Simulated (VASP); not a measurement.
**Zn: equation of state with PBE**

Crystal: Zn.

```xyz
1
Lattice="-1.5690 1.5690 1.5690 1.5690 -1.5690 1.5690 1.5690 1.5690 -1.5690" Properties=species:S:1:pos:R:3 pbc="T T T"
Zn    0.0000    0.0000    0.0000
```

This isn't the form of Zn at room conditions, which is hcp.

| Property | Result |
| --- | --- |
| Program | VASP 6.6.1 |
| Task | equation of state |
| Functional | PBE |
| Potentials or basis | VASP PAW PBE potentials, release 64 (Zn) |
| Cutoff | 520 eV |
| k mesh | 12 × 12 × 12 |
| Occupations | fermi-dirac, width 0.05 eV |
| Spin | no spin polarisation |
| Further INCAR settings | ALGO = Normal; EDIFF = 1e-07; NBANDS = 12 |

```json
{"Equilibrium volume": "15.43 Å³/atom", "Bulk modulus": "61 GPa", "Pressure derivative of the bulk modulus": "5.1 (rough: it moves with the points fitted)"}
```

Energy against volume, from the lowest point:
```
volume (Å³/atom)  energy (meV/atom)
          14.524              11.56
          14.833               4.83
          15.142               1.09
          15.451               0.00
          15.760               1.28
          16.069               4.67
          16.378               9.84
```

All runs of the series together: 50 s on 1 thread of AMD EPYC 9R45 (Zen 5), with other jobs on the host.
